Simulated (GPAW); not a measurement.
# C (C2/m) in GPAW: settings compared, part 2 of 2

GPAW 26.7.0.

### Step 4. G0W0 quasiparticle levels, PBE

This run uses another cell than the first one, of 9.52 Å³/atom, 1.040 times its volume.

Contents of run.py:

```python
import json
import numpy as np
from ase.dft.bandgap import bandgap
from ase.io import read, write
from gpaw import GPAW, PW
from gpaw.response.g0w0 import G0W0

atoms = read('POSCAR')

calc = GPAW(mode=PW(550),
            xc='PBE',
            kpts={'size': (4, 4, 3), 'gamma': True},
            occupations={'name': 'fermi-dirac', 'width': 0.001},
            nbands=11,
            convergence={'density': 1e-06},
            symmetry={'point_group': False},
            maxiter=150,
            txt='gpaw.txt')
atoms.calc = calc
energy = atoms.get_potential_energy()
calc.write('gs.gpw')
write('result.traj', atoms)
print(f'Energy: {energy:.6f} eV')
print('Fermi level:', round(calc.get_fermi_level(), 4), 'eV')
print(f'Gap: {bandgap(calc)[0]:.4f} eV, direct: {bandgap(calc, direct=True)[0]:.4f} eV')

calc.diagonalize_full_hamiltonian(nbands=45)
calc.write('full.gpw', mode='all')

ibz = calc.get_ibz_k_points()
gap, vbm, cbm = bandgap(calc, output=None)
gap, direct, _ = bandgap(calc, direct=True, output=None)
gamma = int(np.abs(ibz).sum(1).argmin())
kpts = sorted({gamma, vbm[1], cbm[1], direct[1]})
gw = G0W0(calc='full.gpw',
          filename='gw',
          ecut=97.4,
          ecut_extrapolation=True,
          relbands=(-2, 2),
          kpts=kpts,
          integrate_gamma='WS',
          ppa=True)
gw.calculate()
results = {mode: {key: np.asarray(r[key]).tolist() for key in ['f', 'eps', 'vxc', 'exx', 'sigma', 'Z', 'qp', 'sigma_eskn']}
           for mode, r in gw.all_results.items()}
json.dump({'kpts': ibz[kpts].tolist(), 'results': results}, open('gw.json', 'w'))
for mode, r in results.items():
    f, qp = np.array(r['f']), np.array(r['qp'])
    print(mode, 'quasiparticle energies (eV):')
    print(qp.round(3))
    print(mode, 'gap:', round(qp[f < 0.5].min() - qp[f > 0.5].max(), 4), 'eV')
```

Contents of POSCAR:

```
C
1.0
    2.1553145742     -1.2444459046      0.0000000000
    2.1553145742      1.2444459046      0.0000000000
   -1.3972173651      0.0000000000      3.5489252341
C
2
Direct
    0.1666444700      0.1666444700      0.9999069600
    0.8333555300      0.8333555300      0.0000930400
```

Potentials or basis: GPAW PAW data sets (gpaw-data 1.2.1), pw.

Command:

```console
$ OMP_NUM_THREADS=1 python run.py
```

gpaw.txt:

```text
__  _  _
 | _ |_)|_||  |
 |__||  | ||/\| - 26.7.0

Input parameters:
  mode=PW(ecut=550.0),
  convergence={'density': 1e-06},
  kpts=MonkhorstPack(size=(4, 4, 3), gamma=True),
  maxiter=150,
  nbands=11,
  occupations=Occupations(name='fermi-dirac', width=0.001),
  symmetry=Symmetry(point_group=False),
  xc=XC(name='PBE')

Diagonalizing LCAO Hamiltonian
Converting LCAO to pw mode

       C

                 C

Atoms  # Å, Bohr magnetons
|   | symbol |         x |         y |        z |    initial magnetic moments |
|---|--------|-----------|-----------|----------|-----------------------------|
| 0 |      C | -0.678745 | -0.000000 | 3.548595 | ( 0.0000,  0.0000,  0.0000) |
| 1 |      C |  3.592157 |  0.000000 | 0.000330 | ( 0.0000,  0.0000,  0.0000) |

Unit cell  # Å
| periodic |         x |         y |        z |  lengths |     angles |
|----------|-----------|-----------|----------|----------|------------|
|      yes |  2.155315 | -1.244446 | 0.000000 | 2.488780 | 108.496630 |
|      yes |  2.155315 |  1.244446 | 0.000000 | 2.488780 | 108.496630 |
|      yes | -1.397217 |  0.000000 | 3.548925 | 3.814064 |  60.002969 |

Number of symmetries: 1
Symmetry operations  # r_c * U_cc + t_c -> r_c
|   | kind |            matrix            |
|---|------|------------------------------|
| 0 |  E   |  1, 0, 0,  0, 1, 0,  0, 0, 1 |

BZ-sampling:
  Number of BZ points: 48
  Number of IBZ points: 26

  Monkhorst-Pack size: [4, 4, 3]
  Monkhorst-Pack shift: [0.125, 0.125, 0.0]

K-points  # in reciprocal-cell coordinates
|     |                                coordinates |     weight |
[... 81 lines left out ...]
occupation numbers:
  Fermi-Dirac:
    width: 0.0010  # eV

poisson solver:
  ecut: 4400.0  # eV

xc functional:
  name: PBE with 2 nearest neighbor stencil

convergence criteria:
- Maximum integral of absolute [dens]ity change: 1e-06 electrons / valence electron
- Maximum [total energy] change in last 3 cyles: 0.0005 eV / valence electron
- Maximum integral of absolute [eigenst]ate change: 4e-08 eV^2 / valence electron
maximum number of iterations: 150

SCF iterations
|iter     | |      energy | eigst |  dens |
|---------|-|-------------|-------|-------|
|iter:   1| |  -19.344593 | +0.56 |       |
|iter:   2| |  -19.223192 | -1.65 | -0.76 |
|iter:   3| |  -18.441340 | -1.24 | -0.79 |
|iter:   4| |  -18.446840 | -2.77 | -1.60 |
|iter:   5| |  -18.448788 | -4.24 | -2.03 |
|iter:   6| |  -18.448798c| -5.99 | -3.21 |
|iter:   7| |  -18.448801c| -6.96 | -3.57 |
|iter:   8| |  -18.448801c| -7.70c| -3.95 |
|iter:   9| |  -18.448801c| -8.47c| -4.99 |
|iter:  10| |  -18.448801c| -8.85c| -5.38 |
|iter:  11| |  -18.448801c|-10.23c| -6.53c|

Converged in 11 steps
Energy contributions relative to reference atoms: (reference = -2055.256231)

Energy contributions:
  Kinetic:          14.718815
  Coulomb:         -15.837713
  Zero:              0.027807
  External:          0.000000
  Xc:              -17.357710
  Entropy:          -0.000000
  Spinorbit:         0.000000
  ----------------------------
  Free energy:     -18.448801
  Extrapolated:    -18.448801

dipole moment: (0.000001, 0.000000, 0.000002)  # |e|*Ang

Fermi level: 4.167
Eigenvalues  # (at kpt = [0.000, 0.000, 0.000])
| band index |      eig [eV] | occ [0-2] |
|------------|---------------|-----------|
|          0 |       -13.949 |     2.000 |
|          1 |        -1.206 |     2.000 |
|          2 |         2.403 |     2.000 |
|          3 |         2.406 |     2.000 |
|          4 |         9.404 |     0.000 |
|          5 |        13.603 |     0.000 |
|          6 |        13.605 |     0.000 |
|          7 |        16.481 |     0.000 |
|          8 |        17.397 |     0.000 |
|          9 |        27.752 |     0.000 |
|         10 |        29.044 |     0.000 |

Gap: 3.438 eV
Transition (v -> c):
  (s=0, k=19, n=3, [0.50, 0.00, 0.00]) -> (s=0, k=24, n=4, [0.50, 0.50, 0.00])
Direct/indirect transitions are different
Direct gap: 3.949 eV
Transition at: (s=0, k=24, n=3, [0.50, 0.50, 0.00])
# Writing to gs.gpw (mode='')

Matrix size: 566x566
# Writing to full.gpw (mode='all')
```

stdout:

```text
Energy: -18.448801 eV
Fermi level: 4.1674 eV
Gap: 3.4378 eV, direct: 3.9492 eV
IBZ(<points: 26, symmetries: 1>)
Occupied bands: 4
Calculating eigenvalues:
  k-points: 3
  Bands: 2-5 (inclusive)
HSE06-eigenvalue shifts:
  min: -4.961 eV
  ave: 0.918 eV
  max: 6.962 eV
GW quasiparticle energies (eV):
[[[ 1.411  1.433  9.131 14.901]
  [-1.908  2.655  7.89  13.747]
  [-1.171  2.063  7.244 13.83 ]]]
GW gap: 4.589 eV
```

gw.w.txt:

```text
FrequencyGridDescriptor(from 0.000+0.000j to 0.000+27.211j eV, 2 points)
FrequencyGridDescriptor(from 0.000+0.000j to 0.000+27.211j eV, 2 points)

BZ k-points: Symmetries present (total): 1

48 k-points: 4 x 4 x 3 Monkhorst-Pack grid + [1/8,1/8,0.000000]
26 k-points in the irreducible part of the Brillouin zone
[... 151 lines left out ...]
   4   0.000   9.404  -7.293  -3.420  -4.192  -0.171   0.854   9.131
   5   0.000  13.603 -16.265  -9.304  -5.367  -0.229   0.814  14.901
[... 9 lines left out ...]
k-point 2 (24): (0.500, 0.500, 0.000)                GW
band       f     eps     vxc     exx   sigma  dsigma       Z      qp
                                                                   GW
   2   1.000  -0.911 -17.424 -22.385   3.930  -2.962   0.252  -1.171
   3   1.000   2.897 -14.027 -16.368   1.286  -0.264   0.791   2.063
   4   0.000   6.846 -13.301  -8.856  -3.951  -0.241   0.806   7.244
   5   0.000  12.418 -15.678  -9.302  -5.354   0.276   1.382  13.830
```

Run time: 37 s. Hardware: 1 thread of Intel Xeon at 2.60GHz (Ice Lake), shared host; peak memory 0.21 GiB.

These settings aren't checked as converged: the numbers below hold their error.

What came out:

- Free energy: -18.4488 eV
- Band gap on the k mesh, mean-field level: 3.44 eV, indirect (least direct gap 3.95 eV)
- Quasiparticle gap: 4.59 eV
- Least direct quasiparticle gap: 5.18 eV

Caveat: the k mesh is coarse (spacing up to 0.74 Å⁻¹), so the values aren't converged; the extrapolation in the response cutoff is poor; the quasiparticle gap is taken among the few k points that were corrected; the k mesh is too small for a converged quasiparticle gap; the long-wavelength limit can be off by a per cent or two; an odd mesh through Γ misses points on the zone boundary, where band edges often lie; this functional lacks dispersion, which binds the layers, so the pressure and a relaxed spacing across them are unreliable.
